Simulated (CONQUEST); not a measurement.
GaN under changes of volume

One of the cells (11.310 Å³/atom); the others are scaled copies at fixed shape and fractional positions:

```
Ga N
1.0
     3.18000    0.00000    0.00000
     0.00000    5.16600    0.00000
     0.00000    0.00000    5.50792
Ga N
4 4
Direct
  0.00000 0.50000 0.33333
  0.50000 0.50000 0.83333
  0.00000 0.00000 0.66667
  0.50000 0.00000 0.16667
  0.00000 0.87500 0.33333
  0.50000 0.87500 0.83333
  0.00000 0.37500 0.66667
  0.50000 0.37500 0.16667
```

```yaml
Program: CONQUEST 1.3
Functional: PBE
Potentials_or_basis: PseudoDojo NC PBE, DZ, grid of 36 × 60 × 60 points
k_mesh: 8 × 5 × 5
Occupations: fermi-dirac, width 0.05 eV
Spin: no spin polarisation
```

```csv
volume (Å³/atom),energy over the lowest point (meV/atom),pressure (GPa),gap on the mesh (eV),largest force (eV/Å)
10.632,114.11,28.5,2.51,0.184
10.858,77.69,22.9,2.36,0.170
11.084,?,?,?,?
11.310,28.64,12.7,2.05,0.150
11.537,13.88,8.5,1.91,0.146
11.763,4.36,4.9,1.77,0.144
11.989,0.00,1.4,1.63,0.136
```

What does the run at 11.084 Å³/atom give?

Energy over the lowest point 49.48 meV/atom; pressure 17.1 GPa; gap on the mesh 2.20 eV; largest force 0.158 eV/Å.

Worked out: A Birch-Murnaghan fit of order 3 (a polynomial in V^(-2/3)) to the other rows has its minimum at 12.13 Å³/atom, just outside them, with B0 = V·E''(V) = 144 GPa and B' = 6.6 at fixed shape and positions, which overstates the stiffness. It gives 49.60 meV/atom at 11.084 Å³/atom, against the run's 49.48, and -dE/dV = 17.3 GPa, against 17.1. A straight line through the other rows of the gap, of slope -7.34 eV per unit of ln V, gives 2.20 eV, against the run's 2.20.

Energies are extrapolated to zero smearing.

Caveats: the atomic basis is small; an odd mesh through Γ misses points on the zone boundary, where band edges often lie; the basis of atomic orbitals isn't converged, which shifts pressures, moduli and gaps. Spin-orbit coupling on Ga is left out.
